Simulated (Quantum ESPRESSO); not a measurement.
# ZrSe2 under changes of volume

One of the cells (25.784 Å³/atom); the others are scaled copies at fixed shape and fractional positions:

```xyz
3
Lattice="3.7980 0.0000 0.0000 -1.8990 3.2892 0.0000 0.0000 0.0000 6.1920" Properties=species:S:1:pos:R:3 pbc="T T T"
Zr    0.0000    0.0000    0.0000
Se    1.8990    1.0964    4.6440
Se    0.0000    2.1928    1.5480
```

| Item | Value |
| --- | --- |
| Program | Quantum ESPRESSO 7.5 |
| Functional | PBE |
| Potentials or basis | SSSP 1.3 efficiency PBE |
| Cutoff | 748 eV |
| Density cutoff | 5987 eV |
| k mesh | 8 × 8 × 5 |
| Occupations | fermi-dirac, width 0.05 eV |
| Spin | no spin polarisation |

```csv
volume (Å³/atom),energy over the lowest point (meV/atom),pressure (GPa),gap on the mesh (eV),largest force (eV/Å)
24.237,48.65,7.7,0.33,1.021
24.753,27.32,5.6,0.36,0.758
25.268,12.51,3.6,0.39,0.513
25.784,3.59,1.9,0.41,0.286
26.300,0.00,0.3,0.43,0.074
26.815,?,?,?,?
27.331,6.83,-2.4,0.47,0.306
```

Question: What does the run at 26.815 Å³/atom give?

Answer: Energy over the lowest point 1.23 meV/atom; pressure -1.1 GPa; gap on the mesh 0.45 eV; largest force 0.123 eV/Å.

Worked out: A Birch-Murnaghan fit of order 3 (a polynomial in V^(-2/3)) to the other rows has its minimum at 26.42 Å³/atom with B0 = V·E''(V) = 75 GPa and B' = 4.1 at fixed shape and positions, which overstates the stiffness. It gives 1.23 meV/atom at 26.815 Å³/atom, against the run's 1.23, and -dE/dV = -1.1 GPa, against -1.1. A straight line through the other rows of the gap, of slope 1.15 eV per unit of ln V, gives 0.45 eV, against the run's 0.45.

Energies are extrapolated to zero smearing.

Caveats: an odd mesh through Γ misses points on the zone boundary, where band edges often lie; this functional lacks dispersion, which binds the layers, so the pressure and a relaxed spacing across them are unreliable; forces of over 1 eV/Å show positions far from the minimum, so gaps and moduli don't describe the material at rest (some runs). Spin-orbit coupling on Se, Zr is left out.
